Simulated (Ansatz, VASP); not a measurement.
One calculation of Sn, two programs

```xyz
1
Lattice="-1.7265 1.7755 2.3383 1.7265 -1.7755 2.3383 1.7265 1.7755 -2.3383" Properties=species:S:1:pos:R:3 pbc="T T T"
Sn    0.0000    0.0000    0.0000
```

This isn't the form of Sn at room conditions, which is tetragonal (white tin).

Alike in both runs: task single point; functional PBEsol; k mesh 11 × 11 × 11; occupations fermi-dirac, width 0.05 eV; no spin polarisation.

|  | VASP | Ansatz |
| --- | --- | --- |
| version | VASP 6.6.1 | Ansatz 0.2.0 |
| potentials or method | VASP PAW PBE potentials, release 64 (Sn_d) | Ansatz PAW |
| plane-wave cutoff (eV) | 520 | 420 |
| valence electrons in the cell | 14 | 14 |

VASP gave:

| Item | Value |
| --- | --- |
| gap on the k mesh at the Fermi level (eV) | none |
| pressure (GPa) | -3.7 |
| largest component of the traceless stress (GPa) | 1.00 |

Task: Estimate Ansatz's values.

Result: gap on the k mesh at the Fermi level (eV): none; pressure (GPa): -3.6; largest component of the traceless stress (GPa): 1.00.

A gap of «none» marks a metal or a gap that the smearing closes.

Caveats: the PAW data sets were made with another functional, which shifts forces and pressure a little (VASP); the PAW data sets come from PBE, with cores solved anew for the run's functional, which leaves a small shift of forces and pressure (Ansatz).
